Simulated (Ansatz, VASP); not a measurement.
**One calculation of In, two programs**

INCAR

```
SYSTEM = In
  PREC = Accurate
  ENCUT = 520
  EDIFF = 1E-7
  ISMEAR = -1
  SIGMA = 0.05
  LREAL = .FALSE.
  LASPH = .TRUE.
  NELM = 100
  ALGO = Normal
  ISIF = 2
  LWAVE = .FALSE.
  LCHARG = .FALSE.
  GGA = PE
  NBANDS = 12
```

KPOINTS

```
regular mesh
0
G
  11 11 11
  0 0 0
```

The input POSCAR:

```
In
1.0
   -1.6573500545      1.6573500545      2.5222162388
    1.6573500545     -1.6573500545      2.5222162388
    1.6573500545      1.6573500545     -2.5222162388
In
1
Direct
    0.0000000000      0.0000000000      0.0000000000
```

File input.yaml:

```yaml
crystal:
  lattice:
    - [-1.6573500545, 1.6573500545, 2.5222162388]
    - [1.6573500545, -1.6573500545, 2.5222162388]
    - [1.6573500545, 1.6573500545, -2.5222162388]
  atoms:
    - { symbol: In, position: [0.0, 0.0, 0.0] }
hamiltonian:
  xc: pbe
  pseudopotentials: { kind: paw }
kpoints:
  mp_grid: { grid: [11, 11, 11] }
scf:
  occupations: { method: fermi_dirac, width: 0.05 }
output:
  forces: true
  stress: true
  eigenvalues: true
```

Change from the starting cell: volume scaled by 1.06.

Alike in both runs: task single point; functional PBE; k mesh 11 × 11 × 11; occupations fermi-dirac, width 0.05 eV; no spin polarisation.

```csv
,VASP,Ansatz
version,VASP 6.6.1,Ansatz 0.2.0
potentials or method,"VASP PAW PBE potentials, release 64 (In_d)",Ansatz PAW
plane-wave cutoff (eV),520,420
valence electrons in the cell,13,13
```

```tsv
	VASP	Ansatz	Ansatz less VASP
gap on the k mesh at the Fermi level (eV)	none	none	-
pressure (GPa)	-0.3	-0.2	+0.04
```

A gap of «none» marks a metal or a gap that the smearing closes.
